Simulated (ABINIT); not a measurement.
Set up this calculation in ABINIT 10.8.3 (patched build), as the native input.

- Task: equation of state
- Functional: PBE
- Potentials or basis: JTH PAW PBE v2.0
- Cutoff: 435 eV
- k mesh: 8 × 8 × 8
- Occupations: fermi-dirac, width 0.05 eV
- Spin: no spin polarisation
- Fine-grid cutoff: 870.764 eV
- Exchange and correlation inside the PAW spheres: full angular mesh (pawxcdev 0, this build's default; the released program takes 1)

The system is Sb.

```xyz
1
Lattice="3.1600 0.0000 0.0000 0.0000 3.1600 0.0000 0.0000 0.0000 3.1600" Properties=species:S:1:pos:R:3 pbc="T T T"
Sb    0.0000    0.0000    0.0000
```

This isn't the form of Sb at room conditions, which is rhombohedral.

One way to write it, as run:

run.abi

```
# Datasets: one volume each
ndtset 7
getwfk -1
scalecart1 3*0.9795861087
scalecart2 3*0.9864848297
scalecart3 3*0.9932883884
scalecart4 3*1.0000000000
scalecart5 3*1.0066227096
scalecart6 3*1.0131594038
scalecart7 3*1.0196128224

# Pseudopotentials
pp_dirpath "./"
pseudos "Sb.GGA_PBE-JTH.xml"

# Structure
acell 3.16 3.16 3.16 Angstrom
rprim
     1.0000000000     0.0000000000     0.0000000000
     0.0000000000     1.0000000000     0.0000000000
     0.0000000000     0.0000000000     1.0000000000
ntypat 1
znucl 51
natom 1
typat 1
xred
     0.0000000000     0.0000000000     0.0000000000

# Plane-wave basis
ecut 16.0
pawecutdg 32.0

# k points
kptopt 1
ngkpt 8 8 8
nshiftk 1
shiftk 0.0 0.0 0.0

# Exchange and correlation
ixc 11

# Bands and occupations
nband 12
occopt 3
tsmear 0.00183747

# SCF cycle
nstep 100
tolvrs 1.0e-9

# Output
iomode 3
prtwf 1
prtden 0
prteig 0
prtebands 0
enunit 2
```

Potentials or basis: JTH PAW PBE v2.0.

Launch:

```bash
$ abinit run.abi > log 2>&1
```

Results of the run:

* Equilibrium volume: 30.19 Å³/atom
* Bulk modulus: 56 GPa
* Pressure derivative of the bulk modulus: 4.4 (rough: it moves with the points fitted)

Caveat: pressures at fixed basis lie under the slope of the energies.

Run time: 26 s on 1 thread of AMD EPYC 9R14 (Zen 4), on a shared host, peak memory 0.13 GiB.
